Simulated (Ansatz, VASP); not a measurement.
LiF (Griceite) in VASP and in Ansatz

```
Li F
1.0
     0.00000    2.07342    2.07342
     2.07342    0.00000    2.07342
     2.07342    2.07342    0.00000
Li F
1 1
Cartesian
  0.0000 0.0000 0.0000
  2.0734 2.0734 2.0734
```

Alike in both runs: task single point; functional PBE; k mesh 10 × 10 × 10; occupations gaussian, width 0.02 eV; no spin polarisation.

```csv
,VASP,Ansatz
version,VASP 6.6.1,Ansatz 0.2.0
potentials or method,"VASP PAW PBE potentials, release 64 (Li_sv, F)","scalar-relativistic, plane waves, PAW"
plane-wave cutoff (eV),520,420
valence electrons in the cell,10,10
```

```tsv
	VASP	Ansatz	Ansatz less VASP
gap on the k mesh at the Fermi level (eV)	8.35	8.35	+0.002
least direct gap on the mesh (eV)	8.35	8.35	+0.002
```

With one functional, cell and mesh, what is left measures potentials, basis and numerics.

 PBE gaps usually lie below the measured ones, often by a third to a half. A k mesh can miss the band edges.
